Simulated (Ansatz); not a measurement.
The calculation used DFT PBE, scalar-relativistic, plane waves, PAW in Ansatz. All cells share a 420 eV cutoff and Γ-centred k meshes spaced at most about 0.3 Å⁻¹ (about 0.25 or finer for metals, 2π included). No spin polarisation.

Temperature and zero-point effects are left out.

Two forms of AlGa₂As₃ were relaxed alike.

A.

```
Al Ga As
1.0
    -1.90530    3.79773    4.72207
     1.90530   -3.79773    4.72207
     1.90530    3.79773   -4.72207
Al Ga As
1 2 3
Direct
  0.00000 0.50000 0.50000
  0.21658 0.21658 0.00000
  0.78342 0.78342 0.00000
  0.23974 0.00000 0.23974
  0.76026 0.00000 0.76026
  0.50000 0.50000 0.00000
```

B.

```
Al Ga As
1.0
     3.37184    0.00000    0.00000
     0.00000    3.37184    0.00000
     0.00000    0.00000   11.04790
Al Ga As
1 2 3
Cartesian
  1.6859 1.6859 0.0000
  1.6859 1.6859 3.8451
  1.6859 1.6859 7.2028
  0.0000 0.0000 9.7481
  0.0000 0.0000 1.2999
  0.0000 0.0000 5.5240
```

Question: Which would you expect to be lower, and how large is the difference?

Answer: B is lower, by 8 meV/atom. A has space group Immm (No. 71), 22.8 Å³/atom and no gap on its mesh; B has Al and Ga ordered on caesium chloride sites, space group P4/mmm (No. 123), 20.9 Å³/atom and no gap. Counting As atoms around Al and Ga (those within 1.25 times the shortest such distance or 1.15 times the sum of covalent radii; a plus sign parts nearer from farther groups; the shortest distance is added where it is long for a bond), A has Al 4, Ga 3 and B has Al 8, Ga 4+4 from 2.9 Å. B holds As–As pairs (shortest 2.60 Å); in A the shortest As–As distance is 2.75 Å, near bonding range too. The denser one is the lower, and pressure would at first widen the difference. Even the lower one lies +0.13 eV/atom against the reference forms of the elements (uncorrected), so neither is stable at this level. Both come from invented guesses. The lowest form computed isn't among them: it has Al and Ga ordered on zinc blende sites, space group P3m1 (No. 156), 23.6 Å³/atom and lies 0.52 eV/atom below the best shown.

For metals, differences of a few meV/atom aren't resolved. No dispersion correction is applied, so the spacing and binding between layers, chains or molecules are poorly described (P4/mmm), and this can change margins and order among such cells. Cells relaxed within their symmetry can be saddle points. Some types were kept out of the candidates beforehand, so the set may lack a known form.

The near-tie between A and B leaves their order open; the firm result is how far both lie above the zinc blende arrangement. That fits the chemistry of III–V compounds, where an average of four valence electrons per atom fills the bonding states of a tetrahedral sp³ network and leaves the antibonding ones empty. Neither cell achieves this. In A, aluminium does have four arsenic neighbours, but they lie in one plane, and gallium has only three. In B, the electrons are spread over more and longer contacts. The short As–As contacts in both also suggest that some polar metal–arsenic bonding is given up for homopolar interaction, consistent with the missing gaps.

Density is therefore no guide to stability here: the zinc blende form is the most open of the three and by far the lowest. Compression should favour the denser cells against it, as III–V semiconductors commonly turn into denser, metallic phases under pressure, but these energies don't show that either A or B would become the stable one.
